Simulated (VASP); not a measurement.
**AgCl in VASP 6.6.1, single-point calculation**

INCAR

```
LCHARG = .FALSE.
SIGMA = 0.02
ISMEAR = -1
EDIFF = 1E-7
IBRION = -1
PREC = Accurate
ENCUT = 250
NBANDS = 16
GGA = PE
LWAVE = .FALSE.
NSW = 0
LASPH = .TRUE.
LREAL = .FALSE.
NELM = 120
ISIF = 2
```

KPOINTS

```
KPOINTS created by Atomic Simulation Environment
0
Gamma
8 8 8
0 0 0
```

POSCAR

```
Ag Cl
 1.0000000000000000
     0.0000000000000000    2.8538718852999998    2.6871714188000002
     2.8538718852999998    0.0000000000000000    2.6871714188000002
     2.8538718852999998    2.8538718852999998    0.0000000000000000
 Ag  Cl
   1   1
Cartesian
  0.0000000000000000  0.0000000000000000  0.0000000000000000
  2.8538718852999998  2.8538718852999998  2.6871714188000002
```

The recommended PBE PAW datasets give the neutral cell 18 valence electrons.

Command

```
mpirun -np 1 vasp_std
```

OSZICAR

```
N       E                     dE             d eps       ncg     rms          rms(c)
DAV:   1     0.543647883189E+02    0.54365E+02   -0.58397E+03  2152   0.548E+02
DAV:   2    -0.418155102715E+01   -0.58546E+02   -0.55541E+02  2448   0.156E+02
DAV:   3    -0.556996637772E+01   -0.13884E+01   -0.13868E+01  2248   0.250E+01
DAV:   4    -0.557751552102E+01   -0.75491E-02   -0.75487E-02  2536   0.197E+00
DAV:   5    -0.557758885562E+01   -0.73335E-04   -0.73334E-04  2168   0.185E-01    0.623E+00
DAV:   6    -0.539796006165E+01    0.17963E+00   -0.24586E-01  2416   0.631E+00    0.406E+00
DAV:   7    -0.539298409771E+01    0.49760E-02   -0.87543E-02  2304   0.194E+00    0.206E+00
DAV:   8    -0.539226820080E+01    0.71590E-03   -0.51711E-03  2224   0.710E-01    0.228E-01
DAV:   9    -0.539232184964E+01   -0.53649E-04   -0.46772E-04  2480   0.271E-01    0.412E-02
DAV:  10    -0.539238822934E+01   -0.66380E-04   -0.85154E-05  2272   0.785E-02    0.294E-02
DAV:  11    -0.539239222659E+01   -0.39972E-05   -0.45081E-06  2352   0.147E-02    0.544E-03
DAV:  12    -0.539239243598E+01   -0.20939E-06   -0.89869E-07  2264   0.621E-03    0.248E-03
DAV:  13    -0.539239234927E+01    0.86713E-07   -0.78587E-08  1912   0.212E-03
   1 F= -.53923923E+01 E0= -.53923923E+01  d E =-.441082E-10
```

Standard output (part)

```
POSCAR found type information on POSCAR AgCl
 POSCAR found :  2 types and       2 ions
 LDA part: xc-table for (Slater+PW92), standard interpolation
 POSCAR, INCAR and KPOINTS ok, starting setup
 WAVECAR not read
 entering main loop
```

From OUTCAR

```
k-points           NKPTS =     59   k-points in BZ     NKDIM =     59   number of bands    NBANDS=     16

   NELECT =      18.0000    total number of electrons

   dimension x,y,z NGX =    20 NGY =   20 NGZ =   24
   dimension x,y,z NGXF=    40 NGYF=   40 NGZF=   48

  energy-cutoff  :      250.00
  volume of cell :       43.77
      direct lattice vectors                 reciprocal lattice vectors
     0.000000000  2.853871885  2.687171419    -0.175200577  0.175200577  0.186069261
     2.853871885  0.000000000  2.687171419     0.175200577 -0.175200577  0.186069261
     2.853871885  2.853871885  0.000000000     0.175200577  0.175200577 -0.186069261

 k-points in reciprocal lattice and weights: KPOINTS created by Atomic Simulation Env
   0.00000000  0.00000000  0.00000000       0.002
   0.12500000  0.00000000  0.00000000       0.016
   0.25000000  0.00000000  0.00000000       0.016
   0.37500000  0.00000000  0.00000000       0.016
   0.50000000  0.00000000  0.00000000       0.008
   0.12500000  0.12500000  0.00000000       0.004
   0.25000000  0.12500000  0.00000000       0.016
   0.37500000  0.12500000  0.00000000       0.016
   ...

 E-fermi :   4.0769

 k-point     1 :       0.0000    0.0000    0.0000
  band No.  band energies     occupation
      1     -11.5147      2.00000
      2       1.1076      2.00000
      3       1.1076      2.00000
      4       1.1310      2.00000
      5       1.1760      2.00000
      6       1.1969      2.00000
      7       1.2405      2.00000
      8       1.3436      2.00000
      9       1.3436      2.00000
     10       4.4316      0.00000
     11      14.4048      0.00000
     12      14.4048      0.00000
     13      14.5670      0.00000
     14      15.9501      0.00000
     15      16.2210      0.00000
     16      16.2210      0.00000

 k-point     2 :       0.1250    0.0000    0.0000
  band No.  band energies     occupation
      1     -11.4585      2.00000
      2       0.3653      2.00000
      3       0.5436      2.00000
      4       0.5823      2.00000
      5       1.1750      2.00000
      6       1.2363      2.00000
      7       1.4308      2.00000
      8       1.9947      2.00000
      9       2.0203      2.00000
     10       5.1302      0.00000
     11      13.0106      0.00000
     12      13.8258      0.00000
     13      14.3109      0.00000
     14      15.3912      0.00000
     15      15.5544      0.00000
     16      16.4664      0.00000

 k-point     3 :       0.2500    0.0000    0.0000
  band No.  band energies     occupation
      1     -11.3173      2.00000
      2      -0.5728      2.00000
      3      -0.0876      2.00000
      4       0.0458      2.00000
      5       1.3107      2.00000
      6       1.3379      2.00000
      7       1.5779      2.00000
      8       2.6618      2.00000
      9       2.8147      2.00000
     10       6.4360      0.00000
     11      11.2893      0.00000
     12      12.4120      0.00000
     13      13.1585      0.00000
     14      15.6387      0.00000
     15      15.8768      0.00000
     16      16.2873      0.00000

 ...

  Total       -0.7010708     -0.7010708     -0.3760363      0.0000000     -0.0000000      0.0000000
  in kB      -25.6612709    -25.6612709    -13.7640445      0.0000000     -0.0000000      0.0000000
  external PRESSURE =     -21.6955288 kB  Pullay stress =       0.0000000 kB

 POSITION                                       TOTAL-FORCE (eV/Angst)
 -----------------------------------------------------------------------------------
      0.00000      0.00000      0.00000         0.000000      0.000000      0.000000
      2.85387      2.85387      2.68717        -0.000000      0.000000      0.000000
 -----------------------------------------------------------------------------------
    total drift:                                0.000000     -0.000000      0.000000

  FREE ENERGIE OF THE ION-ELECTRON SYSTEM (eV)
  ---------------------------------------------------
  free  energy   TOTEN  =        -5.3923923493 eV

  energy  without entropy=       -5.3923923492  energy(sigma->0) =       -5.39239235
```

It converged. Results: gap between bands v and c on the k mesh 0.75 eV; least direct gap on the k mesh 3.09 eV; pressure -2.2 GPa. Band v is the last that the valence electrons fill when counted band by band, and c is the next.

These settings aren't sound, so the numbers aren't properties of the crystal.

On sound settings PBE gives a gap of 0.77 eV on its mesh and a pressure of 0.6 GPa for the intended cell.

The run took about 10 s on one core of a shared host (Intel Xeon Platinum 8488C) and held 0.13 GiB at most.
